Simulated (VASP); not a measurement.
# AlN (Fm-3m) in VASP: a series of runs, part 2 of 2

VASP 6.6.1. The steps go on from the part before.

### 5 G0W0 quasiparticle levels, PBE

POSCAR

```
AlN
1.0
    0.0000000000      2.0345180000      2.0345180000
    2.0345180000      0.0000000000      2.0345180000
    2.0345180000      2.0345180000      0.0000000000
Al N
1 1
Direct
    0.5000000000      0.5000000000      0.5000000000
    0.0000000000      0.0000000000      0.0000000000
```

INCAR.step1

```
SYSTEM = AlN
PREC = Accurate
ENCUT = 450
EDIFF = 1E-8
ISMEAR = 0
SIGMA = 0.01
LREAL = .False.
LASPH = .True.
NELM = 100
ALGO = Fast
LWAVE = .True.
LCHARG = .False.
GGA = PE
```

INCAR.step2

```
SYSTEM = AlN
PREC = Accurate
ENCUT = 450
EDIFF = 1E-8
ISMEAR = 0
SIGMA = 0.01
LREAL = .False.
LASPH = .True.
NELM = 1
ALGO = Exact
LWAVE = .True.
LCHARG = .False.
GGA = PE
NBANDS = 24
LOPTICS = .True.
ISTART = 1
```

INCAR.step3

```
SYSTEM = AlN
PREC = Accurate
ENCUT = 450
EDIFF = 1E-8
ISMEAR = 0
SIGMA = 0.01
LREAL = .False.
LASPH = .True.
ALGO = EVGW0
LWAVE = .False.
LCHARG = .False.
GGA = PE
NELMGW = 1
NBANDS = 24
ENCUTGW = 100
NOMEGA = 48
PRECFOCK = Fast
ISTART = 1
NBANDSGW = 12
```

KPOINTS

```
regular mesh
0
Gamma
  3 3 3
  0 0 0
```

Potentials or basis: VASP PAW PBE potentials, release 64 (Al_GW, N_GW).

Launch:

```bash
$ cat potpaw_PBE.64/Al_GW/POTCAR potpaw_PBE.64/N_GW/POTCAR > POTCAR
$ cp INCAR.step1 INCAR
$ mpirun -np 1 vasp_std > vasp.out
$ cp INCAR.step2 INCAR
$ mpirun -np 1 vasp_std > vasp.out
$ cp INCAR.step3 INCAR
$ mpirun -np 1 vasp_std > vasp.out
```

OUTCAR:

```text
SYSTEM = AlN
   PREC = Accurate
   ENCUT = 450
   EDIFF = 1E-8
   ISMEAR = 0
   LREAL = .False.
   LASPH = .True.
   GGA = PE
   NELMGW = 1
   ENCUTGW = 100
   PRECFOCK = Fast
   ISTART = 1

 Found      4 irreducible k-points:

 Following reciprocal coordinates:
            Coordinates               Weight
[... 85 lines left out ...]
      1      -8.8172     -10.0449     -16.2897     -14.5806     -24.7400       0.7183       2.0000       1.4412
      2       8.6417       8.5008     -17.5132     -17.3361     -21.4544       0.7962       2.0000       0.1355
      3       8.6417       8.5008     -17.5132     -17.3361     -21.4544       0.7962       2.0000       0.1355
      4       8.6417       8.5008     -17.5132     -17.3361     -21.4544       0.7962       2.0000       0.1355
      5      13.9874      15.3202     -12.9224     -14.5891      -8.4956       0.7997       0.0000      -0.1264
      6      20.5617      21.6961      -9.2082     -10.5979      -4.3058       0.8163       0.0000      -0.1614
      7      20.5617      21.6961      -9.2082     -10.5979      -4.3058       0.8163       0.0000      -0.1614
      8      20.5617      21.6961      -9.2082     -10.5979      -4.3058       0.8163       0.0000      -0.1614
      9      25.6576      26.1596      -8.7458      -9.4010      -2.4763       0.7663       0.0000      -0.5082
     10      26.0934      27.6708      -9.5142     -11.4784      -4.4140       0.8030       0.0000      -0.2446
     11      26.0934      27.6708      -9.5142     -11.4784      -4.4140       0.8030       0.0000      -0.2446
     12      26.9887      28.3261      -9.4288     -11.1255      -2.8392       0.7883       0.0000      -0.6248
[... 36 lines left out ...]
      1      -4.8088      -5.8792     -18.0427     -16.6934     -26.0140       0.7933       2.0000       1.1121
      2       2.4746       1.6774     -14.7456     -13.7206     -19.1605       0.7777       2.0000       0.2162
      3       2.7783       1.9587     -14.8202     -13.7664     -19.2138       0.7778       2.0000       0.2096
      4       6.7059       6.2836     -16.5626     -16.0312     -20.6361       0.7948       2.0000       0.1498
      5      14.9498      15.9951      -9.6985     -10.9767      -5.1572       0.8177       0.0000      -0.1253
      6      18.9626      20.6528     -12.6122     -14.7418      -7.8571       0.7937       0.0000      -0.1693
      7      20.4573      22.1475     -12.6146     -14.7638      -7.5244       0.7865       0.0000      -0.2043
      8      21.9832      23.5179     -10.3289     -12.2465      -4.9831       0.8003       0.0000      -0.2397
      9      24.8370      26.0230      -9.8566     -11.3985      -3.7527       0.7692       0.0000      -0.3790
     10      28.3344      29.5657      -9.0208     -10.5322      -3.1688       0.8148       0.0000      -0.5370
     11      31.7419      33.0523      -8.9979     -10.6832      -2.2499       0.7775       0.0000      -0.8194
     12      35.0344      37.0051     -10.4422     -12.9358      -3.8165       0.7903       0.0000      -1.0184
```

Wall time 4.6 s (1 thread of Intel Xeon 6975P-C (Granite Rapids), shared host); peak memory 0.13 GiB.

These settings aren't checked as converged: the numbers below hold their error.

What came out:

- Band gap on the k mesh, mean-field level: 5.35 eV, direct
- Quasiparticle gap: 6.82 eV
- Least direct quasiparticle gap: 6.82 eV

Caveat: the k mesh is coarse (spacing up to 0.89 Å⁻¹), so the values aren't converged; the cutoff is under 1.25 times the usual one of these potentials, so pressure, stress and relaxed cells hold a basis-set (Pulay) error; bands, screening cutoff and mesh are small and nothing is extrapolated, so the quasiparticle values aren't converged.

### 6 G0W0 quasiparticle levels, PBE

POSCAR is that of step 5.

INCAR.step1 is that of step 5.

Edit INCAR.step2 of step 5 so:

```diff
@@ -13,3 +13,3 @@
 GGA = PE
-NBANDS = 24
+NBANDS = 71
 LOPTICS = .True.
```

Edit INCAR.step3 of step 5 so:

```diff
@@ -13,4 +13,4 @@
 NELMGW = 1
-NBANDS = 24
-ENCUTGW = 100
+NBANDS = 71
+ENCUTGW = 50
 NOMEGA = 48
```

KPOINTS is that of step 5.

Potentials or basis: VASP PAW PBE potentials, release 64 (Al_GW, N_GW).

Launch:

```bash
$ cat potpaw_PBE.64/Al_GW/POTCAR potpaw_PBE.64/N_GW/POTCAR > POTCAR
$ cp INCAR.step1 INCAR
$ mpirun -np 1 vasp_std > vasp.out
$ cp INCAR.step2 INCAR
$ mpirun -np 1 vasp_std > vasp.out
$ cp INCAR.step3 INCAR
$ mpirun -np 1 vasp_std > vasp.out
```

OUTCAR:

```text
SYSTEM = AlN
   PREC = Accurate
   ENCUT = 450
   EDIFF = 1E-8
   ISMEAR = 0
   LREAL = .False.
   LASPH = .True.
   GGA = PE
   NELMGW = 1
   ENCUTGW = 50
   PRECFOCK = Fast
   ISTART = 1

 Found      4 irreducible k-points:

 Following reciprocal coordinates:
            Coordinates               Weight
  0.000000  0.000000  0.000000      1.000000
[... 85 lines left out ...]
      2       8.6417       8.4657     -17.5559     -17.3361     -21.4544       0.8008       2.0000       0.1360
      3       8.6417       8.4657     -17.5559     -17.3361     -21.4544       0.8008       2.0000       0.1360
      4       8.6417       8.4657     -17.5559     -17.3361     -21.4544       0.8008       2.0000       0.1360
      5      13.9874      14.9700     -13.3709     -14.5891      -8.4956       0.8066       0.0000      -0.1334
      6      20.5617      21.3973      -9.5732     -10.5979      -4.3058       0.8155       0.0000      -0.1680
      7      20.5617      21.3973      -9.5732     -10.5979      -4.3058       0.8155       0.0000      -0.1680
      8      20.5617      21.3973      -9.5732     -10.5979      -4.3058       0.8155       0.0000      -0.1680
      9      25.6576      25.8639      -9.1325      -9.4010      -2.4763       0.7682       0.0000      -0.4869
     10      26.0934      27.2023     -10.0870     -11.4784      -4.4140       0.7970       0.0000      -0.2647
     11      26.0934      27.2023     -10.0870     -11.4784      -4.4140       0.7970       0.0000      -0.2647
     12      26.9887      28.0529      -9.7729     -11.1255      -2.8392       0.7868       0.0000      -0.5749
[... 36 lines left out ...]
      1      -4.8088      -6.0245     -18.2492     -16.6934     -26.0140       0.7814       2.0000       0.9237
      2       2.4746       1.6874     -14.7337     -13.7206     -19.1605       0.7770       2.0000       0.2232
      3       2.7783       1.9716     -14.8046     -13.7664     -19.2138       0.7770       2.0000       0.2159
      4       6.7059       6.2784     -16.5687     -16.0312     -20.6361       0.7954       2.0000       0.1498
      5      14.9498      15.7487     -10.0005     -10.9767      -5.1572       0.8183       0.0000      -0.1309
      6      18.9626      20.4421     -12.8824     -14.7418      -7.8571       0.7958       0.0000      -0.1628
      7      20.4573      21.9373     -12.8873     -14.7638      -7.5244       0.7887       0.0000      -0.1960
      8      21.9832      23.2390     -10.6790     -12.2465      -4.9831       0.8011       0.0000      -0.2351
      9      24.8370      25.7349     -10.2336     -11.3985      -3.7527       0.7708       0.0000      -0.3633
     10      28.3344      29.1674      -9.5027     -10.5322      -3.1688       0.8092       0.0000      -0.5004
     11      31.7419      32.7316      -9.4097     -10.6832      -2.2499       0.7771       0.0000      -0.7454
     12      35.0344      36.5178     -11.0514     -12.9358      -3.8165       0.7872       0.0000      -0.9965
```

It took 5.5 s on 1 thread of Intel Xeon 6975P-C (Granite Rapids), shared host; peak memory 0.13 GiB.

The run converged, but some of its settings lie outside the range that counts as converged, so its numbers aren't taken as properties of the crystal.

Results:

```
Band gap on the k mesh, mean-field level : 5.35 eV, direct
Quasiparticle gap                        : 6.50 eV
Least direct quasiparticle gap           : 6.50 eV
```

Caveat: the k mesh is coarse (spacing up to 0.89 Å⁻¹), so the values aren't converged; the cutoff is under 1.25 times the usual one of these potentials, so pressure, stress and relaxed cells hold a basis-set (Pulay) error; bands, screening cutoff and mesh are small and nothing is extrapolated, so the quasiparticle values aren't converged.

### 7 For comparison

An earlier run on the cell as given: functional PBE; potentials or basis VASP PAW PBE potentials, release 64 (Al, N); cutoff 520 eV; k mesh 11 × 11 × 11; occupations fermi-dirac, width 0.05 eV; no spin polarisation.

- Pressure: 0.0 GPa
- Band gap on the k mesh: 4.55 eV, indirect (least direct gap 5.41 eV)
